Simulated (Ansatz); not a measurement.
# Platinum, fcc under LDA: testing the cold (Marzari-Vanderbilt) smearing

Aim: find which cold (Marzari-Vanderbilt) smearing width is enough for energy and pressure. The geometry was relaxed under LDA beforehand and stays fixed; 7 values are run, from 0.01 to 1.0 eV. Wanted are the values from which on the energy stays within 10 and 1 meV/atom, and the pressure within 0.5 GPa, of the narrowest run. Within the series other settings stay, but some runs also write fields, which adds to their time. Spin polarisation is left out.

Computed with Ansatz 0.2.0 (DFT LDA, plane waves with PAW, scalar-relativistic, unless a step says otherwise).

**1. The structure to begin with**

It takes space group Fm-3m (No. 225, cubic). The conventional cell has a = 3.895 Å, b = 3.895 Å, c = 3.895 Å, α = 90.00°, β = 90.00°, γ = 90.00°. Pt (site symmetry m-3m) has 12 Pt at 2.75 Å as nearest neighbours.

Structure file:

```xyz
1
Lattice="0.0000 1.9474 1.9474 1.9474 0.0000 1.9474 1.9474 1.9474 0.0000" Properties=species:S:1:pos:R:3 pbc="T T T"
Pt    0.0000    0.0000    0.0000
```

**2. Run at 0.01 eV**

The run at 0.01 eV.

input.yaml reads:

```yaml
crystal:
  lattice:
    - [0.0, 1.9474302061, 1.9474302061]
    - [1.9474302061, 0.0, 1.9474302061]
    - [1.9474302061, 1.9474302061, 0.0]
  atoms:
    - { symbol: Pt, position: [0.0, 0.0, 0.0] }
hamiltonian:
  xc: lda
  pseudopotentials:
    kind: paw
    azcp:
      Pt: "pseudopotentials/Pt.paw.azcp"
basis:
  ecutwfc: 420
  fft_grid_basis: typed
kpoints:
  mp_grid: { grid: [14, 14, 14], shift: [0, 0, 0] }
magnetization:
  spin_polarized: false
scf:
  occupations: { method: cold, width: 0.01 }
  lower_state_search: "off"
output:
  stress: true
```

Command:

```
$ ansatz run input.yaml --threads 2 --pin off --max-ram 5120MiB --backend cpu --events-out ev --progress --plain --runs-dir out
```

**3. Run at 0.03 eV**

The run at 0.03 eV.

Changes to input.yaml since step 2:

```diff
@@ -21,3 +21,3 @@
 scf:
-  occupations: { method: cold, width: 0.01 }
+  occupations: { method: cold, width: 0.03 }
   lower_state_search: "off"
```

**4. Run at 0.1 eV**

The run at 0.1 eV.

Changes to input.yaml since step 3:

```diff
@@ -21,3 +21,3 @@
 scf:
-  occupations: { method: cold, width: 0.03 }
+  occupations: { method: cold, width: 0.1 }
   lower_state_search: "off"
@@ -25 +25,5 @@
   stress: true
+  write_density: true
+  write_potential: true
+  elf: true
+  volumetric_format: npy
```

**5. Run at 0.2 eV**

The run at 0.2 eV.

Changes to input.yaml since step 4:

```diff
@@ -21,3 +21,3 @@
 scf:
-  occupations: { method: cold, width: 0.1 }
+  occupations: { method: cold, width: 0.2 }
   lower_state_search: "off"
@@ -25,5 +25 @@
   stress: true
-  write_density: true
-  write_potential: true
-  elf: true
-  volumetric_format: npy
```

**6. Run at 0.3 eV**

The run at 0.3 eV.

Changes to input.yaml since step 5:

```diff
@@ -21,3 +21,3 @@
 scf:
-  occupations: { method: cold, width: 0.2 }
+  occupations: { method: cold, width: 0.3 }
   lower_state_search: "off"
@@ -25 +25,5 @@
   stress: true
+  write_density: true
+  write_potential: true
+  elf: true
+  volumetric_format: npy
```

**7. Run at 0.6 eV**

The run at 0.6 eV.

Changes to input.yaml since step 6:

```diff
@@ -21,3 +21,3 @@
 scf:
-  occupations: { method: cold, width: 0.3 }
+  occupations: { method: cold, width: 0.6 }
   lower_state_search: "off"
```

**8. Run at 1.0 eV**

The run at 1.0 eV.

Changes to input.yaml since step 7:

```diff
@@ -21,3 +21,3 @@
 scf:
-  occupations: { method: cold, width: 0.6 }
+  occupations: { method: cold, width: 1.0 }
   lower_state_search: "off"
@@ -25,5 +25 @@
   stress: true
-  write_density: true
-  write_potential: true
-  elf: true
-  volumetric_format: npy
```

(Steps that only read results are left out.)

Q: Predict the outcome of this session.

The runs gave:

```
                                           quantity                       value
       E(σ → 0) stays within 10 meV/atom of 0.01 eV                up to 0.6 eV
                   E(σ → 0) stays within 1 meV/atom                up to 0.2 eV
                      pressure stays within 0.5 GPa                up to 0.6 eV
                                pressure at 0.01 eV                   -0.46 GPa
energy of a separate run on a finer mesh (23×23×23)  +6.2 meV/atom from 0.01 eV
```

In words: At 1.0 eV the energy differs by -13.9 meV/atom and the pressure by -0.6 GPa. The free energy F moves by -8.7 meV/atom over the range, and the estimate for σ → 0 by -13.9. This scheme cancels the term in the square of the width, so F moves little up to 0.2 eV. The mesh (14×14×14) is fixed, so the narrowest widths carry a k-point error of their own. The yardstick itself is unsettled by 6.2 meV/atom against the finer mesh, so the thresholds above hold only within this series, and wider smearing, which averages over more states, can land nearer the fine-mesh value than the narrowest does.
